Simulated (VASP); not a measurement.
# HfO2 (P4_2/nmc) in VASP: further runs, part 3 of 3

VASP 6.6.1. Earlier steps stand in the parts before.

## Step 6: Phonons, LDA

This run uses another cell than the first one, of 10.28 Å³/atom, 0.943 times its volume.

POSCAR

```
HfO2
1.0
    3.4997152173      0.0000000000      0.0000000000
    0.0000000000      3.4997152173      0.0000000000
    0.0000000000      0.0000000000      5.0378164066
  Hf              O
     2     4
Direct
     0.5000000000000000    0.5000000000000000    0.5000000000000000
     0.0000000000000000    0.0000000000000000    0.0000000000000000
     0.0000000000000000    0.5000000000000000    0.7098581698371178
     0.5000000000000000    0.0000000000000000    0.7901418301628822
     0.5000000000000000    0.0000000000000000    0.2901418301628823
     0.0000000000000000    0.5000000000000000    0.2098581698371178
```

INCAR.step1

```
  PREC = Accurate
  ENCUT = 600
  EDIFF = 1E-8
  ISMEAR = -1
  SIGMA = 0.05
  LREAL = False
  LASPH = True
  NELM = 80
  ALGO = Normal
  ISIF = 2
  LWAVE = False
  LCHARG = False
  GGA = CA
  KPAR = 8
  IBRION = 2
  NSW = 40
  EDIFFG = -0.002
```

INCAR.step2

```
  PREC = Accurate
  ENCUT = 600
  EDIFF = 1E-8
  ISMEAR = -1
  SIGMA = 0.05
  LREAL = False
  LASPH = True
  NELM = 80
  ALGO = Normal
  ISIF = 2
  LWAVE = False
  LCHARG = False
  GGA = CA
  KPAR = 8
  IBRION = 8
  NSW = 1
  LEPSILON = True
```

KPOINTS

```
Automatic mesh
0
Gamma
  6 6 4
```

Potentials or basis: VASP PAW LDA potentials, release 64 (Hf_pv, O).

On the command line:

```bash
cat potpaw_LDA.64/Hf_pv/POTCAR potpaw_LDA.64/O/POTCAR > POTCAR
cp INCAR.step1 INCAR
mpirun -np 8 vasp_std > vasp.out
cp CONTCAR POSCAR
cp INCAR.step2 INCAR
mpirun -np 8 vasp_std > vasp.out
```

OUTCAR:

```text
PREC = Accurate
   ENCUT = 600
   EDIFF = 1E-8
   ISMEAR = -1
   LREAL = False
   LASPH = True
   NELM = 80
   ISIF = 2
   GGA = CA
   IBRION = 8
   NSW = 1
   LEPSILON = True

 ion  position               nearest neighbor table
   1  0.500  0.500  0.500-   3 2.05   5 2.05   5 2.05   3 2.05   4 2.28   4 2.28   6 2.28   6 2.28
                             2 3.53   2 3.53   2 3.53   2 3.53   2 3.53   2 3.53   2 3.53   2 3.53
   2  0.000  0.000  0.000-   4 2.05   6 2.05   6 2.05   4 2.05   3 2.28   5 2.28   3 2.28   5 2.28
                             1 3.53   1 3.53   1 3.53   1 3.53   1 3.53   1 3.53   1 3.53   1 3.53
   3  0.000  0.500  0.710-   1 2.05   1 2.05   2 2.28   2 2.28
   4  0.500  0.000  0.790-   2 2.05   2 2.05   1 2.28   1 2.28
   5  0.500  0.000  0.290-   1 2.05   1 2.05   2 2.28   2 2.28
   6  0.000  0.500  0.210-   2 2.05   2 2.05   1 2.28   1 2.28

  LATTYP: Found a simple tetragonal cell.
 ALAT       =     3.4997152173
 C/A-ratio  =     1.4394932427

[... 1064 lines left out ...]

 Eigenvectors and eigenvalues of the dynamical matrix
 ----------------------------------------------------

   1 f  =   21.011711 THz   132.020475 2PiTHz  700.875243 cm-1    86.897416 meV
             X         Y         Z           dx          dy          dz
      1.749858  1.749858  2.518908    -0.000000    0.000000    0.000000
      0.000000  0.000000  0.000000     0.000000   -0.000000    0.000000
      0.000000  1.749858  3.577565     0.000000   -0.000000    0.500000
      1.749858  0.000000  3.979160    -0.000000    0.000000    0.500000
      1.749858  0.000000  1.460252     0.000000   -0.000000   -0.500000
      0.000000  1.749858  1.058656    -0.000000    0.000000   -0.500000
[... 145 lines left out ...]
  18 f/i=    0.005274 THz     0.033139 2PiTHz    0.175932 cm-1     0.021813 meV
             X         Y         Z           dx          dy          dz
      1.749858  1.749858  2.518908     0.647413   -0.071868    0.000000
      0.000000  0.000000  0.000000     0.647413   -0.071868    0.000000
      0.000000  1.749858  3.577565     0.193731   -0.021421    0.000000
      1.749858  0.000000  3.979160     0.193731   -0.021421    0.000000
      1.749858  0.000000  1.460252     0.192973   -0.021506    0.000000
      0.000000  1.749858  1.058656     0.192973   -0.021506    0.000000

--------------------------------------------------------------------------------------------------------

 MACROSCOPIC STATIC DIELECTRIC TENSOR IONIC CONTRIBUTION
 ------------------------------------------------------
          38.688866     0.000000    -0.000000
           0.000000    38.688866     0.000000
          -0.000000     0.000000    13.321792
 ------------------------------------------------------

 ELASTIC MODULI CONTR FROM IONIC RELAXATION (kBar)
 Direction    XX          YY          ZZ          XY          YZ          ZX
 --------------------------------------------------------------------------------
 XX        -822.6043    387.5034   -545.7843      0.0000      0.0000     -0.0000
 YY         387.5034   -822.6043   -545.7843      0.0000      0.0000     -0.0000
 ZZ        -545.7843   -545.7843  -1369.2479      0.0000      0.0000     -0.0000
 XY           0.0000      0.0000      0.0000      0.0000      0.0000      0.0000
 YZ           0.0000      0.0000      0.0000      0.0000   -682.2259      0.0000
 ZX          -0.0000     -0.0000     -0.0000      0.0000      0.0000   -697.7138
 --------------------------------------------------------------------------------

 PIEZOELECTRIC TENSOR IONIC CONTR  for field in x, y, z        (C/m^2)
          XX          YY          ZZ          XY          YZ          ZX
  --------------------------------------------------------------------------------
  x    -0.00000     0.00000    -0.00000     0.00000     0.00000     0.00000
  y     0.00000     0.00000     0.00000     0.00000    -0.00000    -0.00000
  z     0.00000    -0.00000     0.00000     0.00000     0.00000    -0.00000
```

Wall time 2.1 min (8 MPI ranks of AMD EPYC 9R45 (Zen 5), shared host); peak memory 0.54 GiB.

What came out:

| Item | Value |
| --- | --- |
| Electronic dielectric tensor (diagonal) | 5.31, 5.31, 4.96 |
| Born charges (mean of the diagonal) | Hf +5.37; O -2.68 e |
| Highest phonon frequency at Γ, LO-TO splitting left out | 701 cm⁻¹ |

Phonon frequencies in cm⁻¹ (negative: imaginary):
| q point | frequencies |
| --- | --- |
| (0.000, 0.000, 0.000) | 0 0 0 115 115 149 149 247 278 335 478 478 499 499 628 700 700 701 |

Electronic dielectric tensor:
```
5.31 0.00 0.00
0.00 5.31 0.00
0.00 0.00 4.96
```

Born effective charge tensors (e):
atom 1, Hf
```
5.53 0.00 0.00
0.00 5.53 0.00
0.00 0.00 5.05
```
atom 2, Hf
```
5.53 0.00 0.00
0.00 5.53 0.00
0.00 0.00 5.05
```
atom 3, O
```
-3.30  0.00  0.00
 0.00 -2.22  0.00
 0.00  0.00 -2.52
```
atom 4, O
```
-3.30  0.00  0.00
 0.00 -2.22  0.00
 0.00  0.00 -2.52
```
atom 5, O
```
-2.22  0.00  0.00
 0.00 -3.30  0.00
 0.00  0.00 -2.52
```
atom 6, O
```
-2.22  0.00  0.00
 0.00 -3.30  0.00
 0.00  0.00 -2.52
```

The run has no spin-orbit coupling, so splittings on Hf are missing.

## Step 7: Phonons, LDA

This run uses another cell than the first one, of 10.71 Å³/atom, 0.981 times its volume.

POSCAR

```
HfO2
1.0
    3.5474126044      0.0000000000      0.0000000000
    0.0000000000      3.5474126044      0.0000000000
    0.0000000000      0.0000000000      5.1041661472
  Hf              O
     2     4
Direct
     0.5000000000000000    0.5000000000000000    0.5000000000000000
     0.0000000000000000    0.0000000000000000    0.0000000000000000
     0.0000000000000000    0.5000000000000000    0.7021540791327702
     0.5000000000000000    0.0000000000000000    0.7978459208672298
     0.5000000000000000    0.0000000000000000    0.2978459208672298
     1.0000000000000000    0.5000000000000000    0.2021540791327701
```

INCAR.step1

```
SYSTEM = HfO2
PREC = Accurate
ENCUT = 600
EDIFF = 1E-8
ISMEAR = -1
SIGMA = 0.05
LREAL = .False.
LASPH = .True.
NELM = 60
ALGO = Fast
ISIF = 2
LWAVE = .False.
LCHARG = .False.
KPAR = 8
IBRION = 2
NSW = 40
EDIFFG = -0.002
```

INCAR.step2

```
SYSTEM = HfO2
PREC = Accurate
ENCUT = 600
EDIFF = 1E-8
ISMEAR = -1
SIGMA = 0.05
LREAL = .False.
LASPH = .True.
NELM = 60
ALGO = Fast
ISIF = 2
LWAVE = .False.
LCHARG = .False.
KPAR = 8
IBRION = 8
NSW = 1
LEPSILON = .True.
```

KPOINTS

```
regular mesh
0
Gamma
  6 6 4
  0 0 0
```

Potentials or basis: VASP PAW LDA potentials, release 64 (Hf_pv, O).

On the command line:

```bash
cat potpaw_LDA.64/Hf_pv/POTCAR potpaw_LDA.64/O/POTCAR > POTCAR
cp INCAR.step1 INCAR
mpirun -np 8 vasp_std > vasp.out
cp CONTCAR POSCAR
cp INCAR.step2 INCAR
mpirun -np 8 vasp_std > vasp.out
```

OUTCAR:

```text
SYSTEM = HfO2
   PREC = Accurate
   ENCUT = 600
   EDIFF = 1E-8
   ISMEAR = -1
   LREAL = .False.
   LASPH = .True.
   NELM = 60
   ISIF = 2
   IBRION = 8
   NSW = 1
   LEPSILON = .True.

 ion  position               nearest neighbor table
   1  0.500  0.500  0.500-   3 2.05   5 2.05   5 2.05   3 2.05   4 2.34   4 2.34   6 2.34   6 2.34
                             2 3.58   2 3.58   2 3.58   2 3.58   2 3.58   2 3.58   2 3.58   2 3.58
   2  0.000  0.000  0.000-   4 2.05   6 2.05   6 2.05   4 2.05   3 2.34   5 2.34   3 2.34   5 2.34
                             1 3.58   1 3.58   1 3.58   1 3.58   1 3.58   1 3.58   1 3.58   1 3.58
   3  0.000  0.500  0.702-   1 2.05   1 2.05   2 2.34   2 2.34
   4  0.500  0.000  0.798-   2 2.05   2 2.05   1 2.34   1 2.34
   5  0.500  0.000  0.298-   1 2.05   1 2.05   2 2.34   2 2.34
   6  0.000  0.500  0.202-   2 2.05   2 2.05   1 2.34   1 2.34

  LATTYP: Found a simple tetragonal cell.
 ALAT       =     3.5474126044
 C/A-ratio  =     1.4388419720
[... 1065 lines left out ...]

 Eigenvectors and eigenvalues of the dynamical matrix
 ----------------------------------------------------

   1 f  =   20.154039 THz   126.631559 2PiTHz  672.266366 cm-1    83.350369 meV
             X         Y         Z           dx          dy          dz
      1.773706  1.773706  2.552083    -0.071358   -0.000009    0.000000
      0.000000  0.000000  0.000000     0.071358    0.000009   -0.000000
      0.000000  1.773706  3.583911     0.702632    0.000004   -0.000000
      1.773706  0.000000  4.072338    -0.702632   -0.000004   -0.000000
      1.773706  0.000000  1.520255     0.034869    0.000086    0.000000
      0.000000  1.773706  1.031828    -0.034869   -0.000086    0.000000
[... 145 lines left out ...]
  18 f/i=    0.011062 THz     0.069502 2PiTHz    0.368975 cm-1     0.045747 meV
             X         Y         Z           dx          dy          dz
      1.773706  1.773706  2.552083     0.581474   -0.294924    0.000000
      0.000000  0.000000  0.000000     0.581474   -0.294924    0.000000
      0.000000  1.773706  3.583911     0.173722   -0.086968    0.000000
      1.773706  0.000000  4.072338     0.173722   -0.086968    0.000000
      1.773706  0.000000  1.520255     0.171467   -0.088112    0.000000
      0.000000  1.773706  1.031828     0.171467   -0.088112    0.000000

--------------------------------------------------------------------------------------------------------

 MACROSCOPIC STATIC DIELECTRIC TENSOR IONIC CONTRIBUTION
 ------------------------------------------------------
          85.083315    -0.000000    -0.000000
          -0.000000    85.083315     0.000000
          -0.000000     0.000000    13.064513
 ------------------------------------------------------

 ELASTIC MODULI CONTR FROM IONIC RELAXATION (kBar)
 Direction    XX          YY          ZZ          XY          YZ          ZX
 --------------------------------------------------------------------------------
 XX        -793.4227    291.4908   -587.2678      0.0000      0.0000     -0.0000
 YY         291.4908   -793.4227   -587.2678      0.0000      0.0000      0.0000
 ZZ        -587.2678   -587.2678  -1374.2242      0.0000      0.0000      0.0000
 XY           0.0000      0.0000      0.0000      0.0000      0.0000      0.0000
 YZ           0.0000      0.0000      0.0000      0.0000   -689.6141     -0.0000
 ZX          -0.0000      0.0000      0.0000      0.0000     -0.0000   -705.9369
 --------------------------------------------------------------------------------

 PIEZOELECTRIC TENSOR IONIC CONTR  for field in x, y, z        (C/m^2)
          XX          YY          ZZ          XY          YZ          ZX
  --------------------------------------------------------------------------------
  x    -0.00000     0.00000    -0.00000     0.00000     0.00000    -0.00000
  y    -0.00000    -0.00000    -0.00000     0.00000     0.00000    -0.00000
  z    -0.00000     0.00000     0.00000     0.00000     0.00000     0.00000
```

OUTCAR.step1:

```text
SYSTEM = HfO2
   PREC = Accurate
   ENCUT = 600
   EDIFF = 1E-8
   ISMEAR = -1
   LREAL = .False.
   LASPH = .True.
   NELM = 60
[... 941 lines left out ...]
      1.77371      0.00000      1.52026         0.000000     -0.000000     -0.000901
      0.00000      1.77371      1.03183         0.000000     -0.000000      0.000901
 -----------------------------------------------------------------------------------
    total drift:                                0.000000      0.000000      0.000000

  FREE ENERGIE OF THE ION-ELECTRON SYSTEM (eV)
  ---------------------------------------------------
  free  energy   TOTEN  =       -66.2532655118 eV

  energy  without entropy=      -66.2532655117  energy(sigma->0) =      -66.25326551

 reached required accuracy - stopping structural energy minimisation
```

OSZICAR.step1:

```text
N       E                     dE             d eps       ncg     rms          rms(c)
DAV:   1     0.284774650850E+03    0.28477E+03   -0.27791E+04  1560   0.189E+03
DAV:   2    -0.637380557129E+02   -0.34851E+03   -0.34212E+03  2068   0.429E+02
DAV:   3    -0.769582775917E+02   -0.13220E+02   -0.13198E+02  1824   0.801E+01
[... 13 lines left out ...]
RMM:  17    -0.662532657181E+02    0.15851E-05   -0.36873E-06  1564   0.992E-03    0.185E-02
RMM:  18    -0.662532654587E+02    0.25940E-06   -0.32655E-06  1567   0.862E-03    0.112E-03
RMM:  19    -0.662532655021E+02   -0.43399E-07   -0.39655E-07  1477   0.300E-03    0.162E-03
RMM:  20    -0.662532655150E+02   -0.12902E-07   -0.17884E-07  1323   0.179E-03    0.111E-03
RMM:  21    -0.662532655118E+02    0.32123E-08   -0.16377E-08   932   0.724E-04
   1 F= -.66253266E+02 E0= -.66253266E+02  d E =-.662533E+02
```

It took 2.6 min on 8 MPI ranks of Intel Xeon Platinum 8559C (Emerald Rapids), shared host; peak memory 0.57 GiB.

Results:

| Property | Result |
| --- | --- |
| Electronic dielectric tensor (diagonal) | 5.32, 5.32, 4.82 |
| Born charges (mean of the diagonal) | Hf +5.31; O -2.66 e |
| Highest phonon frequency at Γ, LO-TO splitting left out | 672 cm⁻¹ |

Phonon frequencies in cm⁻¹ (negative: imaginary):
| q point | frequencies |
| --- | --- |
| (0.000, 0.000, 0.000) | 0 0 0 91 91 103 103 228 295 319 454 454 463 463 604 666 672 672 |

Electronic dielectric tensor:
```
5.32 0.00 0.00
0.00 5.32 0.00
0.00 0.00 4.82
```

Born effective charge tensors (e):
atom 1, Hf
```
5.54 0.00 0.00
0.00 5.54 0.00
0.00 0.00 4.86
```
atom 2, Hf
```
5.54 0.00 0.00
0.00 5.54 0.00
0.00 0.00 4.86
```
atom 3, O
```
-3.40  0.00  0.00
 0.00 -2.13  0.00
 0.00  0.00 -2.43
```
atom 4, O
```
-3.40  0.00  0.00
 0.00 -2.13  0.00
 0.00  0.00 -2.43
```
atom 5, O
```
-2.13  0.00  0.00
 0.00 -3.40  0.00
 0.00  0.00 -2.43
```
atom 6, O
```
-2.13  0.00  0.00
 0.00 -3.40  0.00
 0.00  0.00 -2.43
```

Spin-orbit coupling is left out, which matters for the levels of Hf.
